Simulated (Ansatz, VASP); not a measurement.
Mg: VASP beside Ansatz

Contents of INCAR:

```
PREC = Accurate
ENCUT = 520
EDIFF = 1E-8
ISMEAR = -1
SIGMA = 0.05
LREAL = F
LASPH = T
NELM = 60
ALGO = Normal
ISIF = 2
LWAVE = F
LCHARG = F
GGA = PE
LEFG = T
NBANDS = 7
```

Contents of KPOINTS:

```
Automatic mesh
0
Gamma
  16 16 16
```

File POSCAR:

```
Mg
1.0
   -1.4469700000      1.4469700000      1.4765000000
    1.4469700000     -1.4469700000      1.4765000000
    1.5060300000      1.5060300000     -1.4765000000
Mg
1
Direct
    0.0000000000      0.0000000000      0.0000000000
```

Input for Ansatz:

```yaml
crystal:
  lattice:
    - [-1.44697, 1.44697, 1.4765]
    - [1.44697, -1.44697, 1.4765]
    - [1.50603, 1.50603, -1.4765]
  atoms:
    - { symbol: Mg, position: [0.0, 0.0, 0.0] }
kpoints:
  mp_grid: { grid: [16, 16, 16] }
scf:
  occupations: { method: fermi_dirac, width: 0.05 }
hamiltonian:
  xc: pbe
  pseudopotentials: { kind: paw }
output:
  forces: true
  stress: true
  eigenvalues: true
  efg: { contact_densities: true }
```

Change from the starting cell: xy shear strain of +4 %, PAW files.

Alike in both runs: task electric field gradients; functional PBE; k mesh 16 × 16 × 16; occupations fermi-dirac, width 0.05 eV; no spin polarisation.

```csv
,VASP,Ansatz
version,VASP 6.6.1,Ansatz 0.2.0
potentials or method,"VASP PAW PBE potentials, release 64 (Mg)","PAW with Ansatz's default frozen-core files, scalar-relativistic"
plane-wave cutoff (eV),520,420
valence electrons in the cell,2,10
```

Ansatz gave:

- pressure (GPa): 62.8
- largest component of the traceless stress (GPa): 4.84
- Vzz of the field gradient on the site that differs most (V/Å²): 0.7

Which values does VASP return?

Pressure (GPa): 63.6; largest component of the traceless stress (GPa): 4.90; Vzz of the field gradient on the site that differs most (V/Å²): 1.0.

The two sets of potentials don't hold the same shells in valence.

Caveats: the cell as given lies far from equilibrium; so large a pressure means that the cell lies far from this level's equilibrium, or that cutoff or potentials fall short (VASP).
